**Q:** The rows carry no atom names. How can I tell which electrons each function describes?

GPAW 26.7.0, optB88-vdW without spin polarisation, PAW data sets (gpaw-data 1.2.1), plane waves to 800 eV, 8×8×8 k mesh: anatase TiO2, 6-atom primitive cell. Wannier functions of the filled bands were built with ASE on a 5×5×5 k mesh, starting from orbitals, with the "var" localisation functional. Centres are in fractions of the primitive cell vectors.

```tsv
row	function a (fractional)	function b (fractional)	function c (fractional)	function spread (angstrom^2)
1	0.581	0.030	0.471	1.139
2	0.997	0.009	0.997	0.266
3	0.820	0.833	0.996	1.040
4	0.741	0.251	0.513	0.229
5	0.441	0.991	0.384	0.957
6	0.021	0.984	0.004	0.251
7	0.188	0.133	0.967	1.111
8	0.800	0.875	0.117	0.953
9	0.945	0.388	0.385	0.968
10	0.013	0.019	0.023	0.260
11	0.995	0.421	0.537	1.219
12	0.317	0.241	0.107	0.941
13	0.622	0.046	0.613	0.951
14	0.761	0.228	0.488	0.260
15	0.847	0.760	0.015	1.274
16	0.716	0.718	0.872	1.010
17	0.759	0.279	0.519	0.227
18	0.138	0.200	0.888	0.968
19	0.739	0.242	0.480	0.278
20	0.172	0.242	0.037	1.215
21	0.541	0.117	0.533	1.206
22	0.970	0.988	0.977	0.217
23	0.990	0.567	0.607	0.941
24	0.886	0.438	0.471	1.108
```

**A:** Start with the count. The calculation has 48 electrons in filled bands, and each function holds two, which makes 24 functions for six atoms. The centres fall into six groups of four, one group around each nucleus. Positions repeat from cell to cell, so a coordinate of 0.997 lies just beside 0, and rows 2 and 10 surround the same titanium.

Now take the ionic limit, Ti⁴⁺ and O²⁻. Each oxygen then has a full 2s and 2p shell, which needs four functions. Titanium has given up its 3d and 4s electrons, and its four functions come from the 3s and 3p shells below them. This is a way of counting and not a measurement of charge: titanium 3d character can still be present in the tails of the oxygen functions.

**Q:** Which functions are larger, and why?

**A:** The oxygen ones. The spread is the mean square distance of an electron from the centre of its function, so it behaves like an area. On average it is 4.3 times larger on oxygen than on titanium, which means about twice the extent in length.

The reason is how strongly each shell is held. Titanium 3s and 3p electrons lie beneath the valence shell and feel a large part of the nuclear charge. The oxygen electrons are the outermost ones of an anion, weakly held and partly shared with the neighbouring metal atoms.

**Q:** Why do the centres miss the nuclei? An s or a p orbital is centred on its atom.

**A:** Each of them is, taken alone. A p orbital has two equal lobes of opposite sign, and an s orbital has one sign all round. Add them, and they reinforce each other on one side and cancel on the other, so the charge moves off the nucleus. The displacement vanishes for pure s and for pure p, and it is greatest for an equal mixture.

The oxygen centres lie 0.24 to 0.39 Å from their nuclei. They are therefore hybrids of s and p, not one s function beside three p functions. The four hybrids on an atom share a single s orbital, so the s share of each is one quarter on average.

**Q:** Among the oxygen functions, the spread still runs from 0.941 to 1.274 Å². What decides it?

**A:** Most likely, how much s each hybrid contains. In the limit of pure p, the function is centred on the nucleus and broad. Mixing in some s pushes the centre outwards and also brings in a more compact orbital. Both changes reduce the spread, so the most displaced functions should be the narrowest.

To put this into a formula, let $w$ be the s share of a hybrid and $d$ the distance of its centre from the nucleus. Let $R_s$ and $R_p$ be the mean square distances of the pure orbitals from the nucleus, and $D$ the matrix element of position between s and p. The spread $\Omega$ is the mean square distance from the nucleus less $d^2$:

$$\Omega = R_p - w\,(R_p-R_s) - d^2,\qquad d = 2D\sqrt{w(1-w)} .$$

For a small s share, $w \approx d^2/4D^2$, and the spread falls along a straight line in $d^2$:

$$\Omega \approx R_p-\left[1+\frac{R_p-R_s}{4D^2}\right]d^2 .$$

If s and p were equally large, the slope would be −1. A more compact s orbital makes it steeper.

A straight line through all sixteen oxygen functions has a slope of about −3.8 and leaves a scatter of 0.017 Å²; the analysis printed below gives the distances and directions behind it. The fall is thus much steeper than the displacement alone would make it. That the compact 2s orbital supplies the rest is the argument of theory, since the s shares themselves were not computed. The line is also only a guide, because a share of one quarter is no longer small. At that share the exact relation makes the s term in the slope twice as large as the straight-line formula does, so don't use that formula to work out orbital sizes from the fitted slope.

**Q:** Couldn't the bonds be responsible? Perhaps a function is narrow simply because it points at a titanium atom.

**A:** Direction and displacement do go together here. Each oxygen has three titanium neighbours in a plane, two equatorial and one apical. The seven narrowest functions point roughly at equatorial titanium atoms. The four broadest, rows 11, 15, 20 and 21, lean well out of the plane, as lone pairs do.

Two rows separate the two ideas. Row 3 points within about 6° of the apical titanium, yet it is broader than all seven of those equatorial functions. Row 16 points some 45° away from any titanium, yet it is narrower than row 3. Both have intermediate displacements and intermediate spreads, as the hybrid picture requires.

The whole set agrees with them: a line in the angle to the nearest titanium leaves almost four times the scatter of the line in $d^2$. Displacement is therefore the better guide to the spread. Bonding may still help to decide which way the hybrids turn and how much s each one takes. Titanium 3d tails should also pull a centre towards titanium without adding any s, so displacement is not a pure measure of the s share.

**Q:** All four oxygens are equivalent by symmetry, but their functions have different spreads. Has the calculation broken the symmetry?

**A:** It needn't have. Imagine one isolated atom with four filled functions. You can mix them among themselves in endless ways, and the total charge density stays the same. Individual centres and spreads change, but the sum of the mean square distances from the nucleus cannot. For each oxygen, then, the four spreads plus the four values of $d^2$ should add up to the same number.

Try it on the two oxygens that own rows 3, 8, 15, 16 and rows 7, 12, 18, 20. Their summed spreads are

$$1.040+0.953+1.274+1.010=4.277\ \text{Å}^2,$$
$$1.111+0.941+0.968+1.215=4.235\ \text{Å}^2 .$$

The first oxygen is larger by 0.042 Å². Its squared displacements should then be smaller by the same amount:

$$0.351^2+0.390^2+0.240^2+0.358^2=0.461\ \text{Å}^2,$$
$$0.340^2+0.388^2+0.377^2+0.283^2=0.488\ \text{Å}^2 .$$

They are smaller by 0.027 Å². This rule has no adjustable constant, and it accounts for about two thirds of the difference between the two oxygens. Most of the apparent inequality is thus a different choice of hybrids on equivalent atoms. The remaining 0.015 Å² is not explained; functions that mix across neighbouring atoms, or the finite mesh, could cause it, but neither was tested.

The freedom to mix does not say why the choice differs, though. A search that had reached one best set would give every oxygen the same four spreads. The oxygens of rows 7, 12, 18, 20 and rows 9, 11, 23, 24 do match closely, while the one with rows 3, 8, 15, 16 stands apart. Most likely the localisation stopped early there, or settled in another local optimum.

**Q:** What would change if the titanium potential kept 3s and 3p in a frozen core?

**A:** The eight narrow functions would disappear, because their electrons would no longer be among the computed bands. Sixteen functions would remain, four on each oxygen. I would expect their combined size on each oxygen to change little, since the titanium shells are compact and stay close to their own nuclei. The individual hybrids could still come out differently. The number of functions on an atom therefore tells you first which electrons the potential treats, and only then something about bonding.

**Q:** Then which digits should I trust?

**A:** Trust the large contrasts: the factor of about four between the two elements and, within this set of functions, the fall of about 0.3 Å² from the least to the most displaced oxygen functions. Don't rank functions that differ by 0.01 Å². At that level the order already fails to follow the displacement, and a different mixture on the same atom would shift the values by more.

The recipe matters too. The localisation rule used here, which is separate from the density functional, also penalises unequal spreads, so standard maximally localised functions could have other individual values. The functions were built on a 5×5×5 mesh, and no second mesh shows how far the spreads have settled. The titanium values are the weaker ones. Those shells lie largely inside the PAW spheres, and the PAW correction to the spread integrals is expected to act as a point at the nucleus, which would make their spreads and their displacements (only 0.055 to 0.122 Å) come out low. The third decimal records this particular set of functions; it is not a property of anatase.

Output of the analysis:

```
Directions of oxygen functions (angles set to 0 for Ti rows):
  row  distance from nucleus (A)  angle to nearest Ti direction (deg)  tilt out of OTi3 plane (deg)
    1                      0.312                                30.74                         29.53
    2                      0.058                                    0                             0
    3                      0.351                                6.025                         5.323
    4                      0.107                                    0                             0
    5                      0.377                                25.39                         19.18
    6                        0.1                                    0                             0
    7                       0.34                                 30.4                         29.41
    8                       0.39                                13.67                         11.67
    9                      0.377                                 21.5                         16.94
   10                      0.076                                    0                             0
   11                      0.282                                51.91                          48.3
   12                      0.388                                16.44                         8.655
   13                      0.388                                13.96                         10.33
   14                      0.094                                    0                             0
   15                       0.24                                 58.2                         53.89
   16                      0.358                                44.62                         43.26
   17                      0.114                                    0                             0
   18                      0.377                                20.36                         14.42
   19                      0.055                                    0                             0
   20                      0.283                                49.18                         46.31
   21                      0.297                                49.03                         44.61
   22                      0.122                                    0                             0
   23                      0.388                                15.65                         8.388
   24                      0.339                                28.19                         27.03
Mean spread of oxygen functions (A^2): 1.063
Mean spread of titanium functions (A^2): 0.2485
Ratio of mean spreads, O to Ti: 4.276
Ratio of linear sizes (root of the ratio of spreads), O to Ti: 2.068
Slope of O spread against squared displacement (no unit): -3.819
Scatter left by a line in squared displacement (A^2): 0.01716
Scatter left by a line in angle to nearest Ti (A^2): 0.06425
Range over the four oxygens of the summed spread (A^2): 0.042
Range over the four oxygens of summed spread plus squared displacement (A^2): 0.01495
```
